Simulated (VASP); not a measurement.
## Ca: single point with PBE

Ca:

```
CELL_PARAMETERS angstrom
-2.09494 2.09494 2.25102
2.09494 -2.09494 2.25102
2.09494 2.09494 -2.25102
ATOMIC_POSITIONS crystal
Ca 0.50000 0.50000 0.00000
```

The cell isn't the ideal one: strain -0.050 along x and y, +0.025 along z, atoms carried along.

```
Program                : VASP 6.6.1
Task                   : single point
Functional             : PBE
Potentials or basis    : VASP PAW PBE potentials, release 64 (Ca_sv)
Cutoff                 : 520 eV
k mesh                 : 16 × 16 × 16
Occupations            : gaussian, width 0.15 eV
Spin                   : no spin polarisation
Dipole correction      : no
Further INCAR settings : ALGO = Fast; EDIFF = 1e-06; NBANDS = 11
```

```
Pressure               : 1.2 GPa
Band gap on the k mesh : none (metal or under the smearing width)
```

Stress tensor (GPa, compression positive):
```
1.16 0.00 0.00
0.00 1.16 0.00
0.00 0.00 1.33
```

Levels at points of the mesh, in eV from the Fermi level:
```tsv
k point	band 3	band 4	band 5	band 6	band 7	band 8
(0.00, 0.00, 0.00)	-22.81	-22.80	-4.19	2.30	2.30	2.63
(0.50, 0.00, 0.00)	-22.87	-22.81	-0.98	-0.04	1.51	3.22
(0.50, 0.50, 0.00)	-22.87	-22.82	-0.85	0.22	1.09	3.70
(0.50, 0.50, 0.50)	-22.93	-22.93	-0.12	0.06	3.42	4.34
```

Run time: 4.2 min on 1 thread of AMD EPYC 7571, on a shared host, peak memory 0.24 GiB.
